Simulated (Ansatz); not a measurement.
PbS, space group Cmcm, a calculation of the elastic constants

Program: Ansatz's Python interface.

Notebook, run cell by cell (the value of a cell's last expression is shown):

```python
import ansatz as az
import numpy as np
```

```python
cell = (
    az.Lattice.from_parameters(6.342069, 6.342069, 4.279321, alpha=90.0, beta=90.0, gamma=141.70985)
    .atom("Pb", [0.86944, 0.13056, 0.75])
    .atom("Pb", [0.13056, 0.86944, 0.25])
    .atom("S", [0.6452, 0.3548, 0.75])
    .atom("S", [0.3548, 0.6452, 0.25])
)
```

```python
len(cell.resolved().sites)
```

    4

```python
calc = (
    cell.calculation()
    .functional("PBEsol")
    .occupations("Fixed")
    .kpoints(6, 6, 6)
)
out = calc.elastic("relaxed_ion").run(threads=1, pin="off")
elastic = out.elastic
```

    DeckWarning: basis.ecutwfc = 420 eV, auto-derived from the records' recommended cutoffs: set by Pb (normal level)

```python
print(np.array2string(np.round(elastic.c_gpa, 1) + 0.0, suppress_small=True))
print("Voigt stress of the unstrained cell (GPa, tension positive):", np.round(elastic.sigma0_gpa, 3) + 0.0)
print("smallest eigenvalue of C:", round(elastic.stability.min_eigenvalue_gpa, 1), "GPa; tensor positive definite:", elastic.stability.min_eigenvalue_gpa > 0)
# averaged moduli need a positive definite tensor
if elastic.stability.min_eigenvalue_gpa > 0:
    for name, value in elastic.moduli.to_plain().items():
        print(f"{name:14s} {value:9.3f}")
```

    [[17.2 11.2 11.9  0.   0.  -6.8]
     [10.8 62.5 37.6  0.   0.  24.8]
     [11.4 37.4 78.9  0.   0.  10.3]
     [ 0.   0.   0.  48.4 13.2  0. ]
     [ 0.   0.   0.  13.2 14.9  0. ]
     [-6.9 24.7 10.1  0.   0.   6.9]]
    Voigt stress of the unstrained cell (GPa, tension positive): [1.478 1.861 2.043 0.    0.    0.151]
    smallest eigenvalue of C: -7.1 GPa; tensor positive definite: False

Reading the output:
- Under fixed occupations the level called the Fermi level is the highest filled one on the SCF mesh; off the mesh a filled band can lie a little above it.
- The cell stands under an uneven stress, so these stress-strain coefficients aren't symmetric, and eigenvalues smaller than that stress decide nothing.
- Spin-orbit coupling, which matters for elements this heavy, is left out.
- The structure comes from a database of computed cells and needn't be a stable or known phase.
- Warnings are shown shortened and without file and line.
- The constants belong to the cell that was strained; where it wasn't relaxed first it may be under stress.
- Wall time of the script: 8.7 min on 1 thread of Intel(R) Xeon(R) 6975P-C (Granite Rapids), on a shared host, peak memory 0.73 GiB.

(A comment or docstring line of the script was reworded after the run, the code is as it ran.)
